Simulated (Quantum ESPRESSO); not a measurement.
The system is Ge.

```xyz
2
Lattice="0.0000 2.8289 2.8289 2.8289 0.0000 2.8289 2.8289 2.8289 0.0000" Properties=species:S:1:pos:R:3 pbc="T T T"
Ge    4.2434    4.2434    4.2434
Ge    2.8289    2.8289    2.8289
```

| Quantity | Value |
| --- | --- |
| Program | Quantum ESPRESSO 7.5 |
| Task | phonons |
| Functional | WC |
| Potentials or basis | PseudoDojo 0.4.1 SR PBE standard |
| Cutoff | 1061 eV |
| Density cutoff | 4245 eV |
| k mesh | 8 × 8 × 8 |
| Occupations | cold, width 0.2 eV |
| Spin | no spin polarisation |
| Mixing beta | 0.5 |
| Most SCF iterations | 120 |
| SCF threshold | 4e-10 Ry |

The cell and the atoms were relaxed first, to 22.85 Å³/atom (a = 4.013 Å, b = 4.013 Å, c = 4.013 Å, α = 60.00°, β = 60.00°, γ = 60.00°), and the response was taken there.

Question: What is the highest optical frequency at the zone centre?

Answer: 279 cm⁻¹, a mode of symmetry T2g (Raman).

Optical modes at Γ, degenerate ones joined:
```
cm⁻¹  components  symmetry  active in
 279           3       T2g      Raman
```

Caveat: the potentials were made for another functional, which shifts forces and pressure.
